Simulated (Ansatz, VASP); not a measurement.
**Ge: VASP beside Ansatz**

File INCAR:

```
PREC = Accurate
ENCUT = 520
EDIFF = 1E-6
ISMEAR = -1
SIGMA = 0.05
LREAL = F
LASPH = T
NELM = 60
ALGO = Normal
ISIF = 2
LWAVE = F
LCHARG = F
GGA = PE
NBANDS = 21
```

File KPOINTS:

```
Automatic mesh
0
Gamma
  11 11 11
```

Contents of POSCAR:

```
Ge
1.0
   -2.4958980000      2.6508630000      1.4369470000
    2.4958980000     -2.6508630000      1.4369470000
    2.4958980000      2.6508630000     -1.4369470000
Ge
2
Direct
    0.3140570000      0.0640570000      0.2500000000
    0.6859430000      0.9359430000      0.7500000000
```

input.yaml

```yaml
crystal:
  lattice:
    - [-2.495898, 2.650863, 1.436947]
    - [2.495898, -2.650863, 1.436947]
    - [2.495898, 2.650863, -1.436947]
  atoms:
    - { symbol: Ge, position: [0.314057, 0.064057, 0.25] }
    - { symbol: Ge, position: [0.685943, 0.935943, 0.75] }
kpoints:
  mp_grid: { grid: [11, 11, 11] }
scf:
  occupations: { method: fermi_dirac, width: 0.05 }
hamiltonian:
  xc: pbe
  pseudopotentials: { kind: all_electron, lapw: { basis_error: 0.001 } }
output:
  forces: true
  stress: true
  eigenvalues: true
  populations: true
```

This isn't the form of Ge at room conditions, which is diamond.

Alike in both runs: task single point; functional PBE; k mesh 11 × 11 × 11; occupations fermi-dirac, width 0.05 eV; no spin polarisation.

|  | VASP | Ansatz |
| --- | --- | --- |
| version | VASP 6.6.1 | Ansatz 0.2.0 |
| potentials or method | VASP PAW PBE potentials, release 64 (Ge_d) | all-electron LAPW, scalar-relativistic |
| plane-wave cutoff (eV) | 520 | see its input |

Ansatz gave:

| Quantity | Value |
| --- | --- |
| gap on the k mesh at the Fermi level (eV) | none |
| pressure (GPa) | 1.2 |
| largest component of the traceless stress (GPa) | 1.20 |
| rms of the force components (eV/Å) | 0.033 |

**Question.** Which values does VASP return?

**Answer.** gap on the k mesh at the Fermi level (eV): none; pressure (GPa): 1.0; largest component of the traceless stress (GPa): 1.20; rms of the force components (eV/Å): 0.033.

Atom by atom the forces differ by 0.000 eV/Å (rms over components). A gap of «none» marks a metal or a gap that the smearing closes. Ansatz ran all-electron here, so the differences hold the error of VASP's frozen core and of both bases.
